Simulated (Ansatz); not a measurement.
Ru in several cubic structure types, each at its own equilibrium volume.

Level of theory: PBE, plane waves, PAW datasets (generated soft set 1) in Ansatz 0.2.0 development build.

Settings: cutoff 420 eV; no spin polarisation; Fermi–Dirac smearing of 0.0612 eV; k-meshes 34³ (diamond), 49³ (fcc).

(1) Rank the structures by energy per atom, lowest first.
A. fcc
B. diamond

(2) Give the equilibrium volume and bulk modulus of each.

Results:

(1) A (0.0 meV/atom), B (1072 meV/atom).

(2) 
| structure | V₀ (Å³/atom) | B₀ (GPa) |
| --- | --- | --- |
| diamond | 20.29 | 163 |
| fcc | 13.83 | 306 |

Only these cubic types are compared here; the real ground state can be another structure or magnetic.

Model structures, not the usual forms at ambient conditions (metastable or hypothetical): Ru (diamond type), Ru (fcc type).
